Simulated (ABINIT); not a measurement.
## BeTe (F-43m): G0W0 in ABINIT against the bands in the self-energy

How does the gap of BeTe (F-43m) converge in the bands in the self-energy?

Main program and level: ABINIT 10.8.3; LDA and many-body steps on it, plane waves.

The database entry behind the starting cell differs from later determinations by our own check (an axis about 1.5 % short against later determinations), so it need not match the best structure at ambient conditions.

**1. Set-up**

Symmetry: F-43m, No. 216, cubic system. Conventional cell: a = 5.540 Å, b = 5.540 Å, c = 5.540 Å, α = 90.00°, β = 90.00°, γ = 90.00°. Be has 4 Te at 2.40 Å nearest. Nearest to Te lie 4 Be at 2.40 Å. Farther neighbours and most contacts between anions are not listed.

The cell and positions come from the Crystallography Open Database and are kept as given unless a step says otherwise. Spin-orbit coupling is left out unless a step names it.

**2. Screening, 4×4×4 mesh, 79 bands, screening to 176.9 eV**

This step: ABINIT 10.8.3; RPA screening on LDA, plane waves, norm-conserving pseudopotentials.

The RPA dielectric matrix is built and inverted for each q.

Input file run.abi:

```
acell 3*1.0 Angstrom
rprim 
  0.000000000000 2.770000000000 2.770000000000
  2.770000000000 0.000000000000 2.770000000000
  2.770000000000 2.770000000000 -0.000000000000
ntypat 2
znucl 4 52
natom 2
typat 1 2
xred 
  0.000000000000 0.000000000000 0.000000000000
  0.250000000000 0.250000000000 0.250000000000
pp_dirpath "pseudos"
pseudos "Be.upf, Te.upf"
ecut 38
ngkpt 4 4 4
nshiftk 1
shiftk 0 0 0
kptopt 1
chksymbreak 0
istwfk *1
occopt 1
irdwfk 1
optdriver 3
nband 79
ecuteps 6.5
inclvkb 2
awtr 1
symchi 1
indata_prefix "in"
outdata_prefix "out"
tmpdata_prefix "tmp"
```

Launch:

```sh
$ OMP_NUM_THREADS=1 mpirun -n 4 abinit run.abi > log
```

Output:

```text
.Version 10.8.3 of ABINIT. v10.8.2 released Aug 2026.

 Symmetries : space group F-4 3 m (#216); Bravais cF (face-center cubic)
[... echo of the input left out ...]
== DATASET  1 ==================================================================
-   mpi_nproc: 4, omp_nthreads: 1 (-1 if OMP is not activated)

--- !DatasetInfo
iteration_state: {dtset: 1, }
dimensions: {natom: 2, nkpt: 8, mband: 79, nsppol: 1, nspinor: 1, nspden: 1, mpw: 3250, }
cutoff_energies: {ecut:  38.0, pawecutdg:  -1.0, }
electrons: {nelect:   2.00000000E+01, charge:   0.00000000E+00, occopt:   1.00000000E+00, tsmear:   1.00000000E-02, }

 SCREENING: Calculation of the susceptibility and dielectric matrices

 Based on a program developped by R.W. Godby, V. Olevano, G. Onida, and L. Reining.
 Incorporated in ABINIT by V. Olevano, G.-M. Rignanese, and M. Torrent.
.Using double precision arithmetic ; gwpc =  8

[... cell and pseudopotentials left out ...]
--------------------------------------------------------------------------------

 ==== K-mesh for the wavefunctions ====
 Number of points in the irreducible wedge :     8
[... list of points left out ...]
 Together with 24 symmetry operations and time-reversal symmetry
 yields    64 points in the full Brillouin Zone.

 ==== Q-mesh for the screening function ====
 Number of points in the irreducible wedge :     8
[... list of points left out ...]
 Together with 24 symmetry operations and time-reversal symmetry
 yields    64 points in the full Brillouin Zone.

 setmesh: FFT mesh size selected  =    30x   30x   30
          total number of points  =        27000

 vcoul_init : cutoff-mode = AUXILIARY_FUNCTION
 q-points for optical limit:   1
     1)      0.000010    0.000020    0.000030

- screening: taking advantage of time-reversal symmetry
- Maximum band index for partially occupied states nbvw = 10
- Remaining bands to be divided among processors   nbcw = 69
- Number of bands treated by each node ~17

 Number of electrons calculated from density =   20.0000; Expected =   20.0000
 average of density, n =  0.069721
 r_s =    1.5072
 omega_plasma =   25.4705 [eV]

 calculating chi0 at frequencies [eV] :
  1    0.000000E+00    0.000000E+00
  2    0.000000E+00    2.547051E+01

--------------------------------------------------------------------------------
  q-point number  1        q = ( 0.000000, 0.000000, 0.000000) [r.l.u.]
--------------------------------------------------------------------------------
[... chi0 elements left out ...]
 For q-point:  0.000010 0.000020 0.000030
  dielectric constant =   9.3380
  dielectric constant without local fields =  10.6120

  Average fulfillment of the sum rule on Im[epsilon] for q-point    1 :     71.89  [%]
[... wings left out ...]
  q-point number  2        q = ( 0.250000, 0.000000, 0.000000) [r.l.u.]
--------------------------------------------------------------------------------
[... chi0 elements left out ...]
  Average fulfillment of the sum rule on Im[epsilon] for q-point    2 :     92.53  [%]

 [... 6 further q-points ...]
```

It took 16 s on 4 MPI ranks of Arm Neoverse V2, shared host; peak memory 0.73 GiB.

This step gave:

```
ε∞ with local fields, on this mesh, along the program's q direction : 9.338
the same without local fields                                       : 10.61
plasma frequency                                                    : 25.47 eV
plane waves in the screening matrix                                 : 259
```

Local fields lower ε∞ by 12 %. On a Γ-centred mesh this coarse the value itself is usually too large, while a short band sum pulls it down.

**3. 18 bands**

This step: G0W0 on LDA, plane waves, norm-conserving pseudopotentials.

run.abi, as its differences from that of step 2:

```diff
@@ -23,8 +23,17 @@
 irdwfk 1
-optdriver 3
-nband 79
+optdriver 4
+nband 18
+gwcalctyp 0
+ecutsigx 38
+symsigma 1
+nkptgw 2
+kptgw 
+  0.0000000000 0.0000000000 0.0000000000
+  0.5000000000 0.5000000000 0.0000000000
+bdgw 
+  8 13
+  9 12
 ecuteps 6.5
-inclvkb 2
-awtr 1
-symchi 1
+irdscr 1
+ppmodel 1
 indata_prefix "in"
```

Output:

```text
.Version 10.8.3 of ABINIT. v10.8.2 released Aug 2026.

 Symmetries : space group F-4 3 m (#216); Bravais cF (face-center cubic)
[... echo of the input left out ...]
== DATASET  1 ==================================================================
-   mpi_nproc: 4, omp_nthreads: 1 (-1 if OMP is not activated)

--- !DatasetInfo
iteration_state: {dtset: 1, }
dimensions: {natom: 2, nkpt: 8, mband: 18, nsppol: 1, nspinor: 1, nspden: 1, mpw: 3250, }
cutoff_energies: {ecut:  38.0, pawecutdg:  -1.0, }
electrons: {nelect:   2.00000000E+01, charge:   0.00000000E+00, occopt:   1.00000000E+00, tsmear:   1.00000000E-02, }

 SIGMA: Calculation of the GW corrections

 Based on a program developped by R.W. Godby, V. Olevano, G. Onida, and L. Reining.
 Incorporated in ABINIT by V. Olevano, G.-M. Rignanese, and M. Torrent.
.Using double precision arithmetic ; gwpc =  8

[... cell and pseudopotentials left out ...]
--------------------------------------------------------------------------------

 ==== K-mesh for the wavefunctions ====
 Number of points in the irreducible wedge :     8
[... list of points left out ...]
 Together with 24 symmetry operations and time-reversal symmetry
 yields    64 points in the full Brillouin Zone.

 ==== Q-mesh for screening function ====
 Number of points in the irreducible wedge :     8
[... list of points left out ...]
 Together with 24 symmetry operations and time-reversal symmetry
 yields    64 points in the full Brillouin Zone.

 vcoul_init : cutoff-mode = AUXILIARY_FUNCTION
 q-points for optical limit:   1
     1)      0.000010    0.000020    0.000030
 setmesh: FFT mesh size selected  =    45x   45x   45
          total number of points  =        91125

 Number of electrons calculated from density =   20.0000; Expected =   20.0000
 average of density, n =  0.069721
 r_s =    1.5072
 omega_plasma =   25.4705 [eV]

 === KS Band Gaps ===
  >>>> For spin  1
   Minimum direct gap =   3.6005 [eV], located at k-point      :   0.0000  0.0000  0.0000
   Fundamental gap    =   1.7748 [eV], Top of valence bands at :   0.0000  0.0000  0.0000
                                       Bottom of conduction at :   0.5000  0.5000  0.0000
 SIGMA fundamental parameters:
 PLASMON POLE MODEL  1
 number of plane-waves for SigmaX                 3143
 number of plane-waves for SigmaC and W            259
 number of plane-waves for wavefunctions          3143
 number of bands                                    18
 number of independent spin polarizations            1
 number of spinorial components                      1
 number of k-points in IBZ                           8
 number of q-points in IBZ                           8
 number of symmetry operations                      24
 number of k-points in BZ                           64
 number of q-points in BZ                           64
 number of frequencies for dSigma/dE                 9
 frequency step for dSigma/dE [eV]                0.25
 number of omega for Sigma on real axis              0
 max omega for Sigma on real axis  [eV]           0.00
 zcut for avoiding poles [eV]                     0.10

 EPSILON^-1 parameters (SCR file):
 dimension of the eps^-1 matrix on file            259
 dimension of the eps^-1 matrix used               259
 number of plane-waves for wavefunctions          3143
 number of bands                                    79
 number of q-points in IBZ                           8
 number of frequencies                               2
 number of real frequencies                          1
 number of imag frequencies                          1

 matrix elements of self-energy operator (all in [eV])

 Perturbative Calculation

--- !SelfEnergy_ee
iteration_state: {dtset: 1, }
kpoint     : [   0.000,    0.000,    0.000, ]
spin       : 1
KS_gap     :    3.600
QP_gap     :    5.200
Delta_QP_KS:    1.600
data: !SigmaeeData |
     Band     E0 <VxcDFT>   SigX SigC(E0)      Z dSigC/dE  Sig(E)    E-E0       E
        8   4.477 -12.924 -15.485   2.680   0.820  -0.220 -12.827   0.098   4.575
        9   4.477 -12.924 -15.485   2.680   0.820  -0.220 -12.827   0.098   4.575
       10   4.477 -12.924 -15.485   2.680   0.820  -0.220 -12.827   0.098   4.575
       11   8.077 -10.658  -5.759  -2.831   0.821  -0.218  -8.961   1.698   9.775
       12   8.077 -10.658  -5.759  -2.831   0.821  -0.218  -8.961   1.698   9.775
       13   8.077 -10.658  -5.759  -2.831   0.821  -0.218  -8.961   1.698   9.775

--- !SelfEnergy_ee
iteration_state: {dtset: 1, }
kpoint     : [   0.500,    0.500,    0.000, ]
spin       : 1
KS_gap     :    4.592
QP_gap     :    5.960
Delta_QP_KS:    1.368
data: !SigmaeeData |
     Band     E0 <VxcDFT>   SigX SigC(E0)      Z dSigC/dE  Sig(E)    E-E0       E
        9   1.660 -11.681 -14.969   3.071   0.800  -0.250 -11.855  -0.174   1.487
       10   1.660 -11.681 -14.969   3.071   0.800  -0.250 -11.855  -0.174   1.487
       11   6.252  -9.265  -4.980  -2.846   0.830  -0.205  -8.071   1.194   7.446
       12   7.107  -9.984  -5.491  -2.840   0.825  -0.212  -8.621   1.364   8.470

== END DATASET(S) ==============================================================
================================================================================

 -outvars: echo values of variables after computation  --------
           etotal      0.0000000000E+00
            nband          18
             nkpt           8
          spgroup         216
 [... the other variables as echoed above ...]

 Calculation completed.
```

Run time: 3.6 s. Hardware: 4 MPI ranks; peak memory 0.7 GiB; 14 s of CPU time.

This step gave:

| Property | Result |
| --- | --- |
| G0W0 gap on the points computed | 2.871 eV |
| starting gap on the mesh | 1.775 eV |
| k of the valence top | 0, 0, 0 |
| k of the conduction bottom | 0.5, 0.5, 0 |
| Z at the valence top | 0.82 |
| Z at the conduction bottom | 0.83 |
| least direct G0W0 gap on the computed points | 5.2 eV |

**4. 27 bands**

The self-energy is evaluated for the states that the input lists, and the levels follow from it, in one-shot runs by the linearised quasiparticle equation.

run.abi, as its differences from that of step 3:

```diff
@@ -24,3 +24,3 @@
 optdriver 4
-nband 18
+nband 27
 gwcalctyp 0
```

Output:

```text
.Version 10.8.3 of ABINIT. v10.8.2 released Aug 2026.

 Symmetries : space group F-4 3 m (#216); Bravais cF (face-center cubic)
[... echo of the input left out ...]
== DATASET  1 ==================================================================
-   mpi_nproc: 4, omp_nthreads: 1 (-1 if OMP is not activated)

--- !DatasetInfo
iteration_state: {dtset: 1, }
dimensions: {natom: 2, nkpt: 8, mband: 27, nsppol: 1, nspinor: 1, nspden: 1, mpw: 3250, }
cutoff_energies: {ecut:  38.0, pawecutdg:  -1.0, }
electrons: {nelect:   2.00000000E+01, charge:   0.00000000E+00, occopt:   1.00000000E+00, tsmear:   1.00000000E-02, }

 SIGMA: Calculation of the GW corrections

 Based on a program developped by R.W. Godby, V. Olevano, G. Onida, and L. Reining.
 Incorporated in ABINIT by V. Olevano, G.-M. Rignanese, and M. Torrent.
.Using double precision arithmetic ; gwpc =  8

[... cell and pseudopotentials left out ...]
--------------------------------------------------------------------------------

 ==== K-mesh for the wavefunctions ====
 Number of points in the irreducible wedge :     8
[... list of points left out ...]
 Together with 24 symmetry operations and time-reversal symmetry
 yields    64 points in the full Brillouin Zone.

 ==== Q-mesh for screening function ====
 Number of points in the irreducible wedge :     8
[... list of points left out ...]
 Together with 24 symmetry operations and time-reversal symmetry
 yields    64 points in the full Brillouin Zone.

 vcoul_init : cutoff-mode = AUXILIARY_FUNCTION
 q-points for optical limit:   1
     1)      0.000010    0.000020    0.000030
 setmesh: FFT mesh size selected  =    45x   45x   45
          total number of points  =        91125

 Number of electrons calculated from density =   20.0000; Expected =   20.0000
[...]
number of omega for Sigma on real axis              0
 max omega for Sigma on real axis  [eV]           0.00
 zcut for avoiding poles [eV]                     0.10

 EPSILON^-1 parameters (SCR file):
 dimension of the eps^-1 matrix on file            259
 dimension of the eps^-1 matrix used               259
 number of plane-waves for wavefunctions          3143
 number of bands                                    79
 number of q-points in IBZ                           8
 number of frequencies                               2
 number of real frequencies                          1
 number of imag frequencies                          1

 matrix elements of self-energy operator (all in [eV])

 Perturbative Calculation

--- !SelfEnergy_ee
iteration_state: {dtset: 1, }
kpoint     : [   0.000,    0.000,    0.000, ]
spin       : 1
KS_gap     :    3.600
QP_gap     :    5.143
Delta_QP_KS:    1.542
data: !SigmaeeData |
     Band     E0 <VxcDFT>   SigX SigC(E0)      Z dSigC/dE  Sig(E)    E-E0       E
        8   4.477 -12.924 -15.485   2.086   0.811  -0.233 -13.310  -0.385   4.092
        9   4.477 -12.924 -15.485   2.086   0.811  -0.233 -13.310  -0.385   4.092
       10   4.477 -12.924 -15.485   2.086   0.811  -0.233 -13.310  -0.385   4.092
[...]
--- !SelfEnergy_ee
iteration_state: {dtset: 1, }
kpoint     : [   0.500,    0.500,    0.000, ]
spin       : 1
KS_gap     :    4.592
QP_gap     :    5.942
Delta_QP_KS:    1.350
data: !SigmaeeData |
     Band     E0 <VxcDFT>   SigX SigC(E0)      Z dSigC/dE  Sig(E)    E-E0       E
[...]
11   6.252  -9.265  -4.980  -3.314   0.822  -0.217  -8.467   0.798   7.050
       12   7.107  -9.984  -5.491  -3.348   0.816  -0.225  -9.050   0.934   8.041

== END DATASET(S) ==============================================================
================================================================================

 -outvars: echo values of variables after computation  --------
           etotal      0.0000000000E+00
            nband          27
             nkpt           8
          spgroup         216
 [... the other variables as echoed above ...]

 Calculation completed.
```

It took 4.1 s on 4 MPI ranks; peak memory 0.7 GiB; 16 s of CPU time.

This step gave:

| Property | Result |
| --- | --- |
| G0W0 gap on the points computed | 2.958 eV |
| starting gap on the mesh | 1.775 eV |
| k of the valence top | 0, 0, 0 |
| k of the conduction bottom | 0.5, 0.5, 0 |
| Z at the valence top | 0.811 |
| Z at the conduction bottom | 0.822 |
| least direct G0W0 gap on the computed points | 5.142 eV |

The gap on the mesh goes from 1.77 eV to 2.96 eV, a correction of +1.18 eV.

**5. 50 bands**

run.abi, as its differences from that of step 4:

```diff
@@ -24,3 +24,3 @@
 optdriver 4
-nband 27
+nband 50
 gwcalctyp 0
```

Output:

```text
.Version 10.8.3 of ABINIT. v10.8.2 released Aug 2026.

 Symmetries : space group F-4 3 m (#216); Bravais cF (face-center cubic)
[... echo of the input left out ...]
== DATASET  1 ==================================================================
-   mpi_nproc: 4, omp_nthreads: 1 (-1 if OMP is not activated)

--- !DatasetInfo
iteration_state: {dtset: 1, }
dimensions: {natom: 2, nkpt: 8, mband: 50, nsppol: 1, nspinor: 1, nspden: 1, mpw: 3250, }
cutoff_energies: {ecut:  38.0, pawecutdg:  -1.0, }
[...]
Band     E0 <VxcDFT>   SigX SigC(E0)      Z dSigC/dE  Sig(E)    E-E0       E
[...]
11   6.252  -9.265  -4.980  -3.636   0.818  -0.223  -8.734   0.531   6.783
       12   7.107  -9.984  -5.491  -3.699   0.812  -0.231  -9.340   0.645   7.751

== END DATASET(S) ==============================================================
================================================================================

 -outvars: echo values of variables after computation  --------
           etotal      0.0000000000E+00
            nband          50
             nkpt           8
          spgroup         216
 [... the other variables as echoed above ...]

 Calculation completed.
```

Wall time 5.8 s (4 MPI ranks); peak memory 0.71 GiB.

This step gave:

```yaml
g0w0_gap_on_the_points_computed: 3.088 eV
starting_gap_on_the_mesh: 1.775 eV
k_of_the_valence_top: 0, 0, 0
k_of_the_conduction_bottom: 0.5, 0.5, 0
least_direct_g0w0_gap_on_the_computed_points: 5.171 eV
```

Against the run before, the gap moves by +0.130 eV.

**6. 79 bands**

run.abi, as its differences from that of step 5:

```diff
@@ -24,3 +24,3 @@
 optdriver 4
-nband 50
+nband 79
 gwcalctyp 0
```

Output:

```text
.Version 10.8.3 of ABINIT. v10.8.2 released Aug 2026.

 Symmetries : space group F-4 3 m (#216); Bravais cF (face-center cubic)
[... echo of the input left out ...]
== DATASET  1 ==================================================================
-   mpi_nproc: 4, omp_nthreads: 1 (-1 if OMP is not activated)

--- !DatasetInfo
iteration_state: {dtset: 1, }
dimensions: {natom: 2, nkpt: 8, mband: 79, nsppol: 1, nspinor: 1, nspden: 1, mpw: 3250, }
cutoff_energies: {ecut:  38.0, pawecutdg:  -1.0, }
[...]
Band     E0 <VxcDFT>   SigX SigC(E0)      Z dSigC/dE  Sig(E)    E-E0       E
[...]
11   6.252  -9.265  -4.980  -3.745   0.817  -0.224  -8.824   0.442   6.693
       12   7.107  -9.984  -5.491  -3.815   0.811  -0.233  -9.434   0.550   7.657

== END DATASET(S) ==============================================================
================================================================================

 -outvars: echo values of variables after computation  --------
           etotal      0.0000000000E+00
            nband          79
             nkpt           8
          spgroup         216
 [... the other variables as echoed above ...]

 Calculation completed.
```

Wall time 7.8 s (4 MPI ranks); peak memory 0.76 GiB.

This step gave:

| Item | Value |
| --- | --- |
| G0W0 gap on the points computed | 3.143 eV |
| starting gap on the mesh | 1.775 eV |
| k of the valence top | 0, 0, 0 |
| k of the conduction bottom | 0.5, 0.5, 0 |
| least direct G0W0 gap on the computed points | 5.193 eV |

Against the run before, the gap moves by +0.055 eV.

**7. The runs together**

Times are wall times on 4 MPI ranks of Arm Neoverse V2, shared host, good to a factor of about two. A run's time includes the screening step that it read.

```
     run   mesh  bands  screening cutoff (eV)  DFT gap (eV)  gap on the mesh (eV)  direct (eV)  ε∞ used  time
18 bands  4×4×4     18                  176.9         1.775                 2.871        5.200     9.34  20 s
27 bands  4×4×4     27                  176.9         1.775                 2.958        5.142     9.34  20 s
50 bands  4×4×4     50                  176.9         1.775                 3.088        5.171     9.34  22 s
79 bands  4×4×4     79                  176.9         1.775                 3.143        5.193     9.34  24 s
```

**8. Outcome**

```yaml
18_bands: 2.871 eV
27_bands: 2.958 eV
50_bands: 3.088 eV
79_bands: 3.143 eV
known_limits: not at the basis limit; exchange with frozen shells missing; no spin-orbit coupling; coarse k mesh
```

In words: The setting moved: bands in the self-energy. From 18 bands to 79 bands the gap moves by +0.27 eV. The last step still moves it by +0.055 eV. Bands and screening cutoff are coupled, so a series along one setting does not show full convergence. Bands and cutoff are finite, so the gap is not at the basis limit. The miss can reach some tenths of an eV and take either sign; the mesh is an error of its own. In the G0W0 runs levels were corrected at 2 k points alone, so a gap called «on the mesh» is the least over those, and an edge elsewhere would be missed. The 4×4×4 mesh is coarse for this cell, which bears on the long-range parts of exchange and screening. The norm-conserving file of at least one element keeps a d shell over frozen s and p shells of the same row. Exchange with those shells is missing from the self-energy, an error of 0.3 to 0.9 eV in cases checked, whose sign depends on which edge lies on those atoms. The many-body steps are scalar-relativistic: spin-orbit coupling is not in them.

[Paths, hosts, dates, memory and timing lines, banners, echoed tables and standing remarks are left out of the program output.]

[Logs are printed without paths, hosts, clocks, repeated set-up lines and the standing remarks that a program may print on its own settings, such as how far it seeks lower states.]

[Runs of the session that timed out or met a known fault of the program may be left out.]

[Hosts, paths, dates, database ids (printed as entryN), source tags and the programs' standing remarks are cut or masked in the printed files.]

[G0W0 gaps are taken among the corrected bands and points alone; a level outside them can change the order at an edge.]

[Where Ansatz stands beside ABINIT at settings called matched, ABINIT's density can come from a denser mesh and the files from another edition; pairs whose starting gaps differed by over 0.03 eV were left out, so agreement reads better than it is.]
